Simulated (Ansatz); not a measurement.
Runs of Ansatz 0.2.0 on CdTe. Symmetry: F-43m, No. 216, cubic system. The conventional cell has a = 6.410 Å, b = 6.410 Å, c = 6.410 Å, α = 90.00°, β = 90.00°, γ = 90.00°. Te (site symmetry -43m) has 4 Cd at 2.78 Å as nearest neighbours. Around Cd (site symmetry -43m) lie 4 Te at 2.78 Å. 

```tsv
task	level	potentials or basis	spin	cell	k mesh	cutoff (eV)	smearing	gap on the mesh (eV)	pressure (GPa)
single point	LDA	all-electron LAPW, scalar-relativistic	off	as given	7 × 7 × 7	260	gaussian 0.05 eV	(b)	0.0
band structure	BLYP	all-electron LAPW, scalar-relativistic	off	as given	7 × 7 × 7	260	fermi-dirac 0.05 eV	0.78	6.9
phonons	PBEsol	all-electron LAPW, scalar-relativistic	off	as given	5 × 5 × 5	280	fermi-dirac 0.05 eV	(a)	-
relaxation of cell and atoms	BLYP	all-electron LAPW, scalar-relativistic	off	relaxed	7 × 7 × 7	-	fermi-dirac 0.05 eV	-	0.0
band structure	PBEsol	all-electron LAPW, relativistic spinors	SOC, no magnetisation	as given	5 × 5 × 5	260	fermi-dirac 0.05 eV	0.48	1.8
```

Alike in all rows: basis error allowed 0.001 eV/atom.

Fill in the values left out.

(a) 0.75; (b) 0.61.

Caveats: spin-orbit coupling is left out, which moves the levels of the heavy elements (some runs).

A k mesh can miss the band edges, and rows without SOC leave out spin-orbit coupling on Cd, Te.

Runs at the PBE level aren't shown here.
